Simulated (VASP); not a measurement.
# Te (P3_121) in VASP: notebook

Runs on Te. Level: PBE. Tasks: relaxation of cell and atoms.

Program: VASP 6.6.1. These are calculated values, not measurements. Logs are shortened: lines on timing, memory, paths and dates and some standing lists are left out, and cuts for length are marked.

## 1. The crystal as given

The structure is trigonal, space group P3_121 (No. 152). Conventional cell: a = 4.454 Å, b = 4.454 Å, c = 5.924 Å, α = 90.00°, β = 90.00°, γ = 120.00°. Te (site symmetry 2) has 2 Te at 2.86 Å as nearest neighbours.

## 2. Relaxation of cell and atoms, PBE

The input, INCAR:

```
PREC = Accurate ; ENCUT = 520
EDIFF = 1E-6 ; ISMEAR = 0
SIGMA = 0.1 ; LREAL = False
LASPH = True ; NELM = 120
ALGO = Normal ; ISIF = 3
LWAVE = False ; LCHARG = False
GGA = PE ; IBRION = 2
NSW = 90 ; EDIFFG = -0.01
```

The input, KPOINTS:

```
Automatic mesh
0
Gamma
  9 9 6
```

The input, POSCAR:

```
Te
1.0
    4.4540000000      0.0000000000      0.0000000000
   -2.2270000000      3.8572771500      0.0000000000
    0.0000000000      0.0000000000      5.9240000000
Te
3
Direct
    0.2690000000      0.0000000000      0.3333333300
    0.0000000000      0.2690000000      0.6666666700
    0.7310000000      0.7310000000      0.0000000000
```

Potentials or basis: VASP PAW PBE potentials, release 64 (Te).

Command:

```console
cat potpaw_PBE.64/Te/POTCAR > POTCAR
mpirun -np 1 vasp_std > vasp.out
```

OUTCAR:

```text
PREC = Accurate
   ENCUT = 520
   EDIFF = 1E-6
   ISMEAR = 0
   LREAL = False
   LASPH = True
   NELM = 120
   ISIF = 3
   GGA = PE
   IBRION = 2
   NSW = 90
   EDIFFG = -0.01

 ion  position               nearest neighbor table
   1  0.269  0.000  0.333-   3 2.86   2 2.86   3 3.47   3 3.47   2 3.47   2 3.47
   2  0.000  0.269  0.667-   3 2.86   1 2.86   3 3.47   3 3.47   1 3.47   1 3.47
   3  0.731  0.731  0.000-   1 2.86   2 2.86   1 3.47   2 3.47   2 3.47   1 3.47

  LATTYP: Found a hexagonal cell.
 ALAT       =     4.4540000000
 C/A-ratio  =     1.3300404131

  Lattice vectors:

 A1 = (   4.4540000000,   0.0000000000,   0.0000000000)
 A2 = (  -2.2270000000,   3.8572771500,   0.0000000000)
 A3 = (   0.0000000000,   0.0000000000,   5.9240000000)

Analysis of symmetry for initial positions (statically):
=====================================================================
 Subroutine PRICEL returns:
 Original cell was already a primitive cell.

 Routine SETGRP: Setting up the symmetry group for a
 hexagonal supercell.

 Subroutine GETGRP returns: Found  6 space group operations
 (whereof  2 operations were pure point group operations)
 out of a pool of 24 trial point group operations.

The static configuration has the point symmetry C_2 .
 The point group associated with its full space group is D_3 .

Analysis of symmetry for dynamics (positions and initial velocities):
=====================================================================
 Subroutine PRICEL returns:
 Original cell was already a primitive cell.

 Routine SETGRP: Setting up the symmetry group for a
 hexagonal supercell.

 Subroutine GETGRP returns: Found  6 space group operations
 (whereof  2 operations were pure point group operations)
 out of a pool of 24 trial point group operations.

The dynamic configuration has the point symmetry C_2 .
 The point group associated with its full space group is D_3 .

 Subroutine INISYM returns: Found  6 space group operations
 (whereof  2 operations are pure point group operations),
 and found     1 'primitive' translations

----------------------------------------------------------------------------------------

                                     Primitive cell

  volume of cell :     101.7762

  direct lattice vectors                    reciprocal lattice vectors
     4.454000000  0.000000000  0.000000000     0.224517288  0.129625117  0.000000000
    -2.227000000  3.857277150  0.000000000     0.000000000  0.259250233  0.000000000
     0.000000000  0.000000000  5.924000000     0.000000000  0.000000000  0.168804862

  length of vectors
     4.454000000  4.454000001  5.924000000     0.259250233  0.259250233  0.168804862

  position of ions in fractional coordinates (direct lattice)
     0.269000000  0.000000000  0.333333330
     0.000000000  0.269000000  0.666666670
     0.731000000  0.731000000  0.000000000

  ion indices of the primitive-cell ions
   primitive index   ion index
                 1           1
                 2           2
                 3           3

----------------------------------------------------------------------------------------

 KPOINTS: Automatic mesh

Automatic generation of k-mesh.
 Grid dimensions read from file:
 generate k-points for:    9    9    6

 Generating k-lattice:

  Cartesian coordinates                     Fractional coordinates (reciprocal lattice)
     0.024946365  0.014402791  0.000000000     0.111111111  0.000000000  0.000000000
     0.000000000  0.028805581  0.000000000     0.000000000  0.111111111  0.000000000
     0.000000000  0.000000000  0.028134144     0.000000000  0.000000000  0.166666667

  Length of vectors
     0.028805581  0.028805581  0.028134144

  Shift w.r.t. Gamma in fractional coordinates (k-lattice)
     0.000000000  0.000000000  0.000000000

 Subroutine IBZKPT returns following result:
 ===========================================

 Found     62 irreducible k-points:

 Following reciprocal coordinates:
            Coordinates               Weight
  0.000000  0.000000  0.000000      1.000000
  0.111111  0.000000  0.000000      6.000000
  0.222222 -0.000000  0.000000      6.000000
  0.333333  0.000000  0.000000      6.000000
  0.444444 -0.000000  0.000000      6.000000
  0.111111  0.111111  0.000000      6.000000
[... 16 lines left out ...]
  0.222222  0.111111  0.166667     12.000000
 -0.111111  0.333333  0.166667     12.000000
 [... further k-points ...]
   k-points           NKPTS =     62   k-points in BZ     NKDIM =     62   number of bands    NBANDS=     13
   number of dos      NEDOS =    301   number of ions     NIONS =      3
   total plane-waves  NPLWV =  62208
   dimension x,y,z NGX =    36 NGY =   36 NGZ =   48
   dimension x,y,z NGXF=    72 NGYF=   72 NGZF=   96
   ions per type =               3
   NGX,Y,Z   is equivalent  to a cutoff of  13.44, 13.44, 13.47 a.u.
   NGXF,Y,Z  is equivalent  to a cutoff of  26.87, 26.87, 26.94 a.u.
 SYSTEM =  unknown system
   PREC   = accura    normal or accurate (medium, high low for compatibility)
   ISTART =      0    job   : 0-new  1-cont  2-samecut
   ICHARG =      2    charge: 1-file 2-atom 10-const
   ISPIN  =      1    spin polarized calculation?
   LNONCOLLINEAR =      F non collinear calculations
   LSORBIT =      F    spin-orbit coupling
   LASPH  =      T    aspherical Exc in radial PAW
   ENCUT  =  520.0 eV  38.22 Ry    6.18 a.u.   8.28  8.28 11.01*2*pi/ulx,y,z
   NELM   =    120;   NELMIN=  2; NELMDL= -5     # of ELM steps
   EDIFF  = 0.1E-05   stopping-criterion for ELM
   LREAL  =      F    real-space projection
   EDIFFG = -.1E-01   stopping-criterion for IOM
   NSW    =     90    number of steps for IOM
   IBRION =      2    ionic relax: 0-MD 1-quasi-New 2-CG
   NFREE  =      1    steps in history (QN), initial steepest desc. (CG)
   ISIF   =      3    stress and relaxation
   ISYM   =      2    0-nonsym 1-usesym 2-fastsym
   POTIM  = 0.5000    time-step for ionic-motion
   TEBEG  =    0.0;   TEEND  =   0.0 temperature during run
   PSTRESS=    0.0 pullay stress
   NELECT =      18.0000    total number of electrons
   NUPDOWN=      -1.0000    fix difference up-down
   EMIN   =  10.00;   EMAX   =-10.00  energy-range for DOS
   EFERMI =   0.00;   METHOD = LEGACY
   ISMEAR =     0;   SIGMA  =   0.10  broadening in eV -4-tet -1-fermi 0-gaus
   EFERMI_NEDOS =   21; number of points for ismear=-14 and -15
   IALGO  =     38    algorithm
   IMIX   =      4    mixing-type and parameters
     AMIX     =   0.40;   BMIX     =  1.00
     AMIX_MAG =   1.60;   BMIX_MAG =  1.00
  volume/ion in A,a.u.               =      33.93       228.94
  Fermi-wavevector in a.u.,A,eV,Ry     =   0.918933  1.736531 11.489263  0.844437
  Thomas-Fermi vector in A             =   2.044070
   LORBIT       =      0    0 simple, 1 ext, 2 COOP (PROOUT), +10 PAW based schemes
   GGA     = PE    functional components
   LHFCALC =     F    Hartree Fock is set to
   AEXX    =    0.0000 exact exchange contribution
   IVDW    =     0    specifies the selected vdW correction
   LEPSILON=     F    determine dielectric tensor
   LRPA    =     F    only Hartree local field effects (RPA)
 conjugate gradient relaxation of ions
 non-spin polarized calculation
 Gauss-broadening in eV      SIGMA  =   0.10
  energy-cutoff  :      520.00
  volume of cell :      101.78
 maximum number of plane-waves:      2766
 NGX is ok and might be reduce to    36
   NGX = 17   NGY = 17   NGZ = 23

--------------------------------------- Ionic step        1  -------------------------------------------

 number of electron      17.9999999 magnetization

 Free energy of the ion-electron system (eV)
  ---------------------------------------------------
  ext. energy  EPLUGINS =         0.00000000
  ---------------------------------------------------
  free energy    TOTEN  =        -9.41755981 eV

  energy without entropy =       -9.41724473  energy(sigma->0) =       -9.41740227

------------------------ aborting loop because EDIFF is reached ----------------------------------------

  FORCE on cell =-STRESS in cart. coord.  units (eV):
  Direction    XX          YY          ZZ          XY          YZ          ZX
  --------------------------------------------------------------------------------------
  -------------------------------------------------------------------------------------
  Total        0.8267794      0.8267794      1.1109841     -0.0000000      0.0000000      0.0000000
  in kB       13.0152976     13.0152977     17.4892954     -0.0000000      0.0000000      0.0000000
  external PRESSURE =      14.5066302 kB  Pullay stress =       0.0000000 kB
[... 92 lines left out ...]
  FREE ENERGIE OF THE ION-ELECTRON SYSTEM (eV)
  ---------------------------------------------------
  free  energy   TOTEN  =        -9.4308958610 eV

  energy  without entropy=       -9.4305539368  energy(sigma->0) =       -9.43072490

[... ionic steps 4 to 10 ...]

--------------------------------------- Ionic step       11  -------------------------------------------

 number of electron      17.9999999 magnetization

------------------------ aborting loop because EDIFF is reached ----------------------------------------

  FORCE on cell =-STRESS in cart. coord.  units (eV):
  Direction    XX          YY          ZZ          XY          YZ          ZX
  --------------------------------------------------------------------------------------
  -------------------------------------------------------------------------------------
  Total        0.0260976      0.0260976      0.0334603     -0.0000000      0.0000000     -0.0000000
  in kB        0.3982095      0.3982095      0.5105526     -0.0000000      0.0000000     -0.0000000
  external PRESSURE =       0.4356572 kB  Pullay stress =       0.0000000 kB
[... 59 lines left out ...]
  energy  without entropy=       -9.4311988242  energy(sigma->0) =       -9.43130825

--------------------------------------- Ionic step       13  -------------------------------------------

 number of electron      17.9999999 magnetization

 Free energy of the ion-electron system (eV)
  ---------------------------------------------------
  ext. energy  EPLUGINS =         0.00000000
  ---------------------------------------------------
  free energy    TOTEN  =        -9.43144920 eV

  energy without entropy =       -9.43122935  energy(sigma->0) =       -9.43133927

 E-fermi :   5.6632     XC(G=0):  -8.9308

 val. band max:        5.5458040837   @ k =   0.3333   0.3333   0.5000
 cond. band min:       5.7546407489   @ k =   0.3333   0.3333   0.5000
 fundamental gap:      0.2088366652
 Fermi energy:         5.6631790077

 k-point     1 :       0.0000    0.0000    0.0000
  band No.  band energies     occupation
      1      -7.8320      2.00000
      2      -4.6622      2.00000
      3      -4.6622      2.00000
      4       2.5779      2.00000
      5       2.8417      2.00000
      6       2.8417      2.00000
      7       3.9359      2.00000
      8       3.9359      2.00000
      9       4.7454      2.00000
     10       6.5447      0.00000
     11       6.5447      0.00000
     12       7.1057      0.00000
     13      10.5936      0.00000
[... 353 lines left out ...]
 k-point    24 :      -0.1111    0.3333    0.1667
  band No.  band energies     occupation
      1      -7.2281      2.00000
      2      -5.4421      2.00000
      3      -4.1249      2.00000
      4       0.9273      2.00000
      5       1.4590      2.00000
      6       2.3466      2.00000
      7       3.7215      2.00000
      8       4.4282      2.00000
      9       4.9939      2.00000
     10       6.3917      0.00000
     11       6.9390      0.00000
     12       7.3165      0.00000
     13       9.4025      0.00000

 [... further k-points ...]

------------------------ aborting loop because EDIFF is reached ----------------------------------------

  FORCE on cell =-STRESS in cart. coord.  units (eV):
  Direction    XX          YY          ZZ          XY          YZ          ZX
  --------------------------------------------------------------------------------------
  -------------------------------------------------------------------------------------
  Total        0.0159293      0.0159293      0.0196377     -0.0000000      0.0000000      0.0000000
  in kB        0.2428635      0.2428635      0.2994033     -0.0000000      0.0000000      0.0000000
  external PRESSURE =       0.2617101 kB  Pullay stress =       0.0000000 kB
[... 18 lines left out ...]
  FREE ENERGIE OF THE ION-ELECTRON SYSTEM (eV)
  ---------------------------------------------------
  free  energy   TOTEN  =        -9.4314491961 eV

  energy  without entropy=       -9.4312293456  energy(sigma->0) =       -9.43133927

 reached required accuracy - stopping structural energy minimisation
```

Wall time 5.8 min (1 thread of Intel Xeon 6975P-C (Granite Rapids), shared host); peak memory 0.28 GiB.

Results:

```yaml
Free_energy: -9.4314 eV
Relaxed_volume: 35.03 Å³/atom
Relaxed_cell: a = 4.514 Å, b = 4.514 Å, c = 5.956 Å, α = 90.00°, β = 90.00°, γ = 120.00°
Space_group_after_relaxing_to_0.05_Å: P3_121 (No. 152)
Energy_gained_by_relaxing: 4.6 meV/atom
Ionic_steps: 13
Pressure_after_relaxing: 0.0 GPa
Largest_force_after_relaxing: 0.006 eV/Å
Band_gap_on_the_k_mesh: 0.21 eV, direct
```

Forces on the atoms (eV/Å):
```
Te   0.006  0.000  0.000
Te  -0.003  0.005  0.000
Te  -0.003 -0.005  0.000
```

The path:
| step | energy change (eV) | largest force (eV/Å) | pressure (GPa) | volume (Å³) |
| --- | --- | --- | --- | --- |
| 1 | 0.0000 | 0.1620 | 1.45 | 101.78 |
| 2 | -0.0076 | 0.1038 | -0.84 | 106.37 |
| 3 | -0.0133 | 0.0038 | 0.02 | 104.50 |
| 4 | -0.0133 | 0.0070 | 0.00 | 104.56 |
| 5 | -0.0135 | 0.0085 | -0.01 | 104.63 |
| 6 | -0.0138 | 0.0133 | -0.01 | 104.86 |
| 7 | -0.0138 | 0.0147 | -0.02 | 104.93 |
| 8 | -0.0138 | 0.0042 | 0.05 | 104.85 |
| 9 | -0.0138 | 0.0063 | 0.05 | 104.86 |
| 10 | -0.0138 | 0.0044 | 0.04 | 104.90 |
| 11 | -0.0139 | 0.0010 | 0.04 | 105.00 |
| 12 | -0.0139 | 0.0120 | 0.05 | 105.21 |
| 13 | -0.0139 | 0.0056 | 0.03 | 105.09 |

Final structure:
```
Te
1.0
     4.51351    0.00000    0.00000
    -2.25675    3.90881    0.00000
     0.00000    0.00000    5.95642
Te
3
Direct
  0.26878 0.00000 0.33333
  0.00000 0.26878 0.66667
  0.73122 0.73122 0.00000
```

Caveat: spin-orbit coupling is left out, which moves the levels of the heavy elements; an odd mesh through Γ misses points on the zone boundary, where band edges often lie.

## 3. Relaxation of cell and atoms, PBE

This run uses another cell than the first one, of 35.03 Å³/atom, 1.033 times its volume.

The input, INCAR:

```
PREC = Accurate ; ENCUT = 520
EDIFF = 1E-7 ; ISMEAR = 0
SIGMA = 0.1 ; LREAL = False
LASPH = True ; NELM = 120
ALGO = Normal ; ISIF = 3
LWAVE = False ; LCHARG = False
GGA = PE ; IBRION = 2
NSW = 60 ; EDIFFG = -0.005
POTIM = 0.3
```

KPOINTS is that of step 2.

The input, POSCAR:

```
Te                                      
1.0
    4.5135063973      0.0000000000      0.0000000000
   -2.2567531986      3.9088112018     -0.0000000000
    0.0000000000     -0.0000000000      5.9564198586
  Te            
     3
Direct
     0.2687835609801555    0.0000000000000000    0.3333333300000021
     0.0000000000000032    0.2687835609801615    0.6666666699999979
     0.7312164390198416    0.7312164390198383    0.0000000000000000
```

Potentials or basis: VASP PAW PBE potentials, release 64 (Te).

Command:

```console
cat potpaw_PBE.64/Te/POTCAR > POTCAR
mpirun -np 1 vasp_std > vasp.out
```

Run time: 84 s. Hardware: 1 thread of Intel Xeon 6975P-C (Granite Rapids), shared host; peak memory 0.27 GiB.

The run converged. Its results:

* Free energy: -9.4315 eV
* Relaxed volume: 35.05 Å³/atom
* Relaxed cell: a = 4.514 Å, b = 4.514 Å, c = 5.958 Å, α = 90.00°, β = 90.00°, γ = 120.00°
* Space group after relaxing (to 0.05 Å): P3_121 (No. 152)
* Energy gained by relaxing: 0.0 meV/atom
* Ionic steps: 2
* Pressure after relaxing: 0.0 GPa
* Band gap on the k mesh: 0.21 eV, direct

Final structure:
```
Te
1.0
     4.51448    0.00000    0.00000
    -2.25724    3.90965    0.00000
     0.00000    0.00000    5.95788
Te
3
Cartesian
  1.2136 0.0000 1.9860
  -0.6068 1.0510 3.9719
  1.6505 2.8587 5.9579
```

Levels at points of the mesh, in eV from the valence-band top:
```tsv
k point	band 5	band 6	band 7	band 8	band 9	band 10	band 11	band 12	band 13
(0.00, 0.00, 0.00)	-2.70	-2.70	-1.61	-1.61	-0.80	1.00	1.00	1.56	5.05
(0.00, 0.00, 0.50)	-2.58	-2.58	-1.26	-1.00	-1.00	0.48	0.48	0.50	4.16
```

Caveat: spin-orbit coupling is left out, which moves the levels of the heavy elements; an odd mesh through Γ misses points on the zone boundary, where band edges often lie. A hybrid or GW would open this gap; PBE tends to underestimate it.
